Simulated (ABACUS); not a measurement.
Pt:

```
Pt
1.0
    -1.58422    1.58422    1.58422
     1.58422   -1.58422    1.58422
     1.58422    1.58422   -1.58422
Pt
1
Direct
  0.00000 0.00000 0.00000
```

This isn't the form of Pt at room conditions, which is fcc.

| Property | Result |
| --- | --- |
| Program | ABACUS 3.10.1 |
| Task | single point |
| Functional | PBE |
| Potentials or basis | PseudoDojo NC SR 0.4.1 PBE standard |
| Cutoff | 1361 eV |
| Density cutoff | 5442 eV |
| Basis | DZP LCAO (the cutoffs set its grid) |
| k mesh | 12 × 12 × 12 |
| Occupations | fermi-dirac, width 0.05 eV |
| Spin | no spin polarisation |

On this cell: pressure -0.3 GPa; band gap on the k mesh none (metal or under the smearing width).

The same run follows on a disturbed copy (cell strained at random at fixed volume):

```xyz
1
Lattice="-1.5179 1.6126 1.5727 1.5844 -1.5912 1.6178 1.5236 1.5969 -1.5513" Properties=species:S:1:pos:R:3 pbc="T T T"
Pt   -0.0144   -0.0257   -0.0143
```

Problem. What changes?

Solution. The energy (extrapolated to zero smearing) moves by +12.8 meV/atom; pressure 0.2 GPa; band gap on the k mesh none (metal or under the smearing width).

Stress tensor (GPa, compression positive):
```
-1.29 -0.16 -6.18
-0.16  1.44 -2.11
-6.18 -2.11  0.57
```

Caveats: the atomic orbitals were generated for these runs and aren't a published set; the basis of atomic orbitals isn't converged, which shifts pressures, moduli and gaps.
